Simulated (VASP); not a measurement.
NaH: G0W0 quasiparticle levels with PBE

The system is NaH.

```
CELL_PARAMETERS angstrom
2.95512 0.00000 0.00000
0.00000 2.95512 0.00000
0.00000 0.00000 2.95512
ATOMIC_POSITIONS crystal
Na 0.00000 0.00000 0.00000
H 0.50000 0.50000 0.50000
```

The cell comes from a database or a generator and needn't be the stable form of this composition.

```
Program                         : VASP 6.6.1
Task                            : G0W0 quasiparticle levels
Functional                      : PBE
Potentials or basis             : VASP PAW PBE potentials, release 64 (Na_sv_GW, H_GW)
Cutoff                          : 500 eV
k mesh                          : 4 × 4 × 4
Occupations                     : gaussian, width 0.01 eV
Spin                            : no spin polarisation
Cutoff of the response function : 120
Frequency points                : 64
Empty bands                     : 45
GW scheme                       : G0W0
GW iterations                   : 1
Valence bands in the BSE        : 4
Conduction bands in the BSE     : 6
Further INCAR settings          : ALGO = BSE; EDIFF = 1e-08; NBANDS = 50
```

| Item | Value |
| --- | --- |
| Band gap on the k mesh, mean-field level | 1.01 eV, indirect (least direct gap 4.42 eV) |
| Quasiparticle gap | 3.02 eV |
| Least direct quasiparticle gap | 6.68 eV |

Levels at points of the mesh, in eV from the valence-band top:
| k point | band 1 | band 2 | band 3 | band 4 | band 5 | band 6 | band 7 | band 8 | band 9 |
| --- | --- | --- | --- | --- | --- | --- | --- | --- | --- |
| (0.00, 0.00, 0.00) | -52.76 | -24.62 | -24.62 | -24.62 | -5.93 | 8.66 | 10.94 | 10.94 | 12.46 |
| (0.50, 0.00, 0.00) | -52.75 | -24.80 | -24.61 | -24.61 | -3.42 | 1.01 | 10.89 | 14.18 | 14.49 |
| (0.50, 0.50, 0.00) | -52.74 | -24.77 | -24.77 | -24.59 | -1.74 | 4.24 | 4.24 | 6.80 | 14.68 |
| (0.50, 0.50, 0.50) | -52.72 | -24.75 | -24.75 | -24.75 | 0.00 | 6.87 | 6.87 | 6.87 | 9.10 |

Dielectric function (mean over the directions given):
```csv
energy (eV),real part,imaginary part
0.32,3.89,0.01
0.80,3.94,0.01
1.28,4.04,0.03
1.76,4.19,0.04
2.32,4.47,0.06
2.80,4.83,0.09
3.28,5.38,0.14
3.76,6.26,0.24
4.32,8.27,0.55
4.80,12.83,1.76
5.29,32.12,30.55
5.85,-3.96,5.40
6.33,-4.92,2.53
6.81,-1.95,1.59
7.29,-4.47,1.39
7.85,-1.80,0.40
8.33,-1.23,0.19
8.81,-0.51,0.13
9.37,0.36,0.24
9.85,-1.30,2.62
10.33,-0.12,0.70
10.81,-0.71,0.69
11.37,-0.55,0.35
11.85,0.01,0.25
12.33,-0.22,0.24
12.89,0.01,0.04
13.37,0.15,0.02
13.85,0.25,0.02
14.33,0.34,0.02
14.89,0.43,0.04
15.38,0.43,0.02
15.86,0.49,0.01
16.42,0.53,0.01
16.90,0.57,0.01
17.38,0.60,0.01
17.86,0.64,0.01
18.42,0.62,0.01
18.90,0.66,0.01
19.38,0.68,0.00
19.94,0.70,0.00
```

Lowest excitation energies (eV) and strengths:
| energy | strength |
| --- | --- |
| 5.378 | 25.8 |
| 5.378 | 25.8 |
| 5.378 | 25.8 |
| 5.997 | 0 |
| 5.997 | 0 |
| 5.997 | 0 |
| 6.013 | 4.88 |
| 6.013 | 4.88 |
| 6.013 | 4.88 |
| 6.121 | 0 |

It took 41 s on 1 thread of AMD EPYC 9R45 96-Core Processor (Zen 5), with other jobs on the host, peak memory 0.21 GiB.

Caveat: the k mesh is coarse (spacing up to 0.53 Å⁻¹), so the values aren't converged; bands, screening cutoff and mesh are small and nothing is extrapolated, so the quasiparticle values aren't converged; spectra need much finer meshes, so this one isn't converged. A k mesh can miss the band edges.
